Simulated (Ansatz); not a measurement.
Theory: DFT PBE, scalar-relativistic, plane waves, PAW in Ansatz 0.2.0. The final run on the 9-atom cell used 420 eV, a Γ-centred 6×6×4 mesh, 0.02 eV smearing and no spin polarisation.

Energies over the elements count from the elements' standard structures at the same level (O₂ as a molecule), with no fitted energy shifts.

Task: Propose a candidate for a trigonal wide-gap insulator with formula SiO2, with a gap near 5.7 eV, a formation energy near −2.78 eV/atom and a density near 2.49 g/cm³, in a cell of 9 atoms.

Result: SiO2, space group P3_121 (No. 152). Si is surrounded by 4 O at 1.63 Å; around O lie 2 Si at 1.63 Å.

Space group P3_121 (No. 152). a = 5.023 Å, b = 5.023 Å, c = 5.511 Å, α = 90.00°, β = 90.00°, γ = 120.00°
```csv
atom,site,symmetry,x,y,z
Si,3b,.2.,0.0000,0.4770,0.1667
O,6c,1,0.8407,0.5856,0.3716
```

* Volume per atom: 13.38 Å³
* Density: 2.49 g/cm³
* Formation energy: −2.776 eV/atom
* Gap on the 6×6×4 mesh of the 9-atom cell: 5.68 eV

The cell was reached from a generator's guess, though it ends in a space group that the Crystallography Open Database lists for this formula. Other answers may fit too; this one was computed.

Kohn–Sham gaps at this level usually fall short of measured ones. This cell was reached by moving the atoms of another relaxed cell at random and relaxing again, last within the group found; it had no such test of its own.
